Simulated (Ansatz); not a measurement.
Relaxing Ti

These are results of DFT PBE, scalar-relativistic, plane waves, PAW in Ansatz, not measurements. Settings: 420 eV cutoff, 14×14×10 k-mesh, Gaussian smearing of 0.10 eV, no spin polarisation.

What was changed: uniaxial strain along a, with b, c and atoms relaxed: -4.0 %.

Input:

```yaml
crystal:
  lattice:
    - [1.9737768135, 1.9737768135, 0.0]
    - [-2.0765776893, 2.0765776893, 0.0]
    - [0.0, 0.0, 4.1531553785]
  atoms:
    - { symbol: Ti, position: [0.0, 0.0, 0.0] }
    - { symbol: Ti, position: [0.5, 0.5, 0.5] }
basis:
  ecutwfc: 420
kpoints:
  mp_grid: { grid: [14, 14, 10] }
hamiltonian:
  xc: pbe
scf:
  occupations: { method: gaussian, width: 0.1 }
output:
  forces: true
  stress: true
  eigenvalues: true
relax:
  adjacent_minimum: "off"
  f_tol: 0.008
  max_steps: 40
  cell: { stress_tol: 0.015, fix: [a, angles] }
```

F is the free energy. Steps run on the plane waves of an earlier cell, but the last one, and at times one on the way, on a freshly chosen basis, so a repeated geometry can differ a little in energy. The held parts of the cell keep their stress, so P needn't end at zero.

Steps:

```tsv
step	F − F(1) (eV)	largest force component (eV/Å)	V (Å³/atom)	P (GPa)
1	0.0000	0.000	17.023	2.38
2	-0.0049	0.000	17.190	1.23
3	-0.0051	0.000	17.102	1.79
4	-0.0054	0.000	17.168	1.36
5	-0.0054	0.000	17.164	1.38
6	-0.0054	0.000	17.164	1.38
```

Relaxed structure:

```yaml
crystal:
  lattice:
    - [1.97378, 1.97378, 0.00000]
    - [-2.04546, 2.04546, 0.00000]
    - [0.00000, 0.00000, 4.25148]
  atoms:
    - { symbol: Ti, position: [0.00000, 0.00000, 0.00000] }
    - { symbol: Ti, position: [0.50000, 0.50000, 0.50000] }
```

It takes space group Immm (No. 71, orthorhombic). The conventional cell has a = 2.791 Å, b = 2.893 Å, c = 4.251 Å, α = 90.00°, β = 90.00°, γ = 90.00°. Ti (site symmetry mmm) has 12 Ti at 2.79 to 2.93 Å as nearest neighbours.

The run converged. The run took roughly 100 core-seconds.